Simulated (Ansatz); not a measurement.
**MgZn₄O₅ — Zn-67 NMR of the central transition**

Cell: a Materials Project structure (computed, not necessarily an observed phase), atoms as given.

```cif
data_MgZn4O5
_symmetry_space_group_name_H-M 'P3m1'
_symmetry_Int_Tables_number 156
_cell_length_a 3.2498
_cell_length_b 3.2498
_cell_length_c 25.9212
_cell_angle_alpha 90.000
_cell_angle_beta 90.000
_cell_angle_gamma 120.000
loop_
_atom_site_label
_atom_site_type_symbol
_atom_site_symmetry_multiplicity
_atom_site_Wyckoff_symbol
_atom_site_fract_x
_atom_site_fract_y
_atom_site_fract_z
Mg1 Mg 1 b 0.3333 0.6667 0.2763
Mg2 Mg 1 b 0.3333 0.6667 0.0776
Zn3 Zn 1 a 0.0000 0.0000 0.9769
Zn4 Zn 1 a 0.0000 0.0000 0.7763
Zn5 Zn 1 a 0.0000 0.0000 0.5756
Zn6 Zn 1 a 0.0000 0.0000 0.3749
Zn7 Zn 1 a 0.0000 0.0000 0.1757
Zn8 Zn 1 b 0.3333 0.6667 0.8767
Zn9 Zn 1 b 0.3333 0.6667 0.6760
Zn10 Zn 1 b 0.3333 0.6667 0.4753
O11 O 1 a 0.0000 0.0000 0.9004
O12 O 1 a 0.0000 0.0000 0.6997
O13 O 1 a 0.0000 0.0000 0.4990
O14 O 1 a 0.0000 0.0000 0.2984
O15 O 1 a 0.0000 0.0000 0.0995
O16 O 1 b 0.3333 0.6667 0.8001
O17 O 1 b 0.3333 0.6667 0.5994
O18 O 1 b 0.3333 0.6667 0.3987
O19 O 1 b 0.3333 0.6667 0.2001
O20 O 1 b 0.3333 0.6667 0.0013
```

One atom of each set is listed.

All values are calculated (Ansatz; DFT, r2SCAN, plane waves and PAW, scalar-relativistic, 500 eV cutoff, Γ-centred 8×8×1 k-points, Fermi–Dirac smearing 0.02 eV), not measured.

Zn-67 has I = 5/2 and Q = 122.0 mb (Pyykkö 2018); at 23.5 T its Larmor frequency is ν₀ = 62.7 MHz. Only the quadrupole interaction is simulated: positions count from each site's isotropic chemical shift, and J coupling is left out, as are shift anisotropy and dipolar coupling, which fast spinning averages.

Q: Give C_Q, η, the quadrupolar product P_Q = |C_Q|(1 + η²/3)^½, the second-order isotropic shift and the breadth of the pattern (fast magic-angle spinning) for each Zn site.

A: 

| site | first shell | C_Q (MHz) | η | P_Q (MHz) | δ_QIS (ppm) | breadth (kHz) |
| --- | --- | --- | --- | --- | --- | --- |
| Zn3 | 4 O at 1.98 Å; also 1 O at 3.18 Å | 1.30 | 0.00 | 1.30 | -2.56 | 0.345 |
| Zn4 | 4 O at 1.97–1.99 Å; also 1 O at 3.22 Å | 2.06 | 0.00 | 2.06 | -6.47 | 0.870 |
| Zn5 | 4 O at 1.97–1.99 Å; also 1 O at 3.22 Å | 2.12 | 0.00 | 2.12 | -6.85 | 0.920 |
| Zn6 | 4 O at 1.98 Å; also 1 O at 3.22 Å | 0.657 | 0.00 | 0.657 | -0.657 | 0.0884 |
| Zn7 | 4 O at 1.98 Å; also 1 O at 3.18 Å | -0.343 | 0.00 | 0.343 | -0.179 | 0.0241 |
| Zn8 | 4 O at 1.97–1.99 Å; also 1 O at 3.23 Å | 2.19 | 0.00 | 2.19 | -7.29 | 0.980 |
| Zn9 | 4 O at 1.97–1.99 Å; also 1 O at 3.22 Å | 2.12 | 0.00 | 2.12 | -6.88 | 0.925 |
| Zn10 | 4 O at 1.97–1.99 Å; also 1 O at 3.22 Å | 2.20 | 0.00 | 2.20 | -7.37 | 0.991 |

δ_QIS = −(ν_Q²/30ν₀²)[I(I+1) − 3/4](1 + η²/3) × 10⁶ ppm with ν_Q = 3|C_Q|/[2I(2I−1)]; it falls as 1/B₀² in ppm, and the breadth as 1/B₀ in kHz.

An axis of threefold or higher order runs through Zn3, Zn4, Zn5, Zn6, Zn7 and Zn8 and others, so V_zz lies along it and η is zero.

With these PAW files V_zz is typically within 2 to 3 % of all-electron values, but misses above 10 % occur on Zn.
